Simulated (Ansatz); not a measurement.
## In3As and its competing phases

Level of theory: DFT PBE, scalar-relativistic, plane waves, PAW (Ansatz 0.2.0). Settings: cutoff 420 eV, Γ-centred meshes spaced at most about 0.3 Å⁻¹, and about 0.25 Å⁻¹ or finer for metals (2π included), Gaussian smearing. No spin polarisation.

Energies over the elements count from the elements' standard structures at the same level, with no fitted energy shifts.

These are static total energies at zero pressure. The reference form of As is held partly by dispersion forces, which this level lacks.

The competitors are the elements and 2 reference phases of this chemical system (from databases or known types: In3As, InAs), relaxed at the same level; other known phases may be missing.

The candidate was reached from: random cell.

```
In As
1.0
     5.16315    0.00000    0.00000
    -2.58157    4.47142    0.00000
     0.00000    0.00000    5.75878
In As
3 1
Direct
  0.33333 0.66667 0.85554
  0.66667 0.33333 0.85554
  0.00000 0.00000 0.53579
  0.00000 0.00000 0.06174
```

The lowest competing mixture at this composition:

```tsv
phase	space group	source	share of atoms	ΔE_f (eV/atom)
In	-	element	0.5000	-0.0017
InAs	F-43m (No. 216)	Materials Project	0.5000	-0.244
```

The lowest database cell of In (-0.0017) lies slightly below the reference, hence the non-zero entry.

Problem. What are the hull's energy here, the candidate's formation energy and its margin?

Solution. The hull lies at -0.123 eV/atom, the weighted sum of the last column. The candidate has 0.218 eV/atom, which is 0.34 eV/atom above it. The candidate matches no cell in the subsets of the Crystallography Open Database and the Materials Project at hand. The margin is far too high for a likely synthesis.
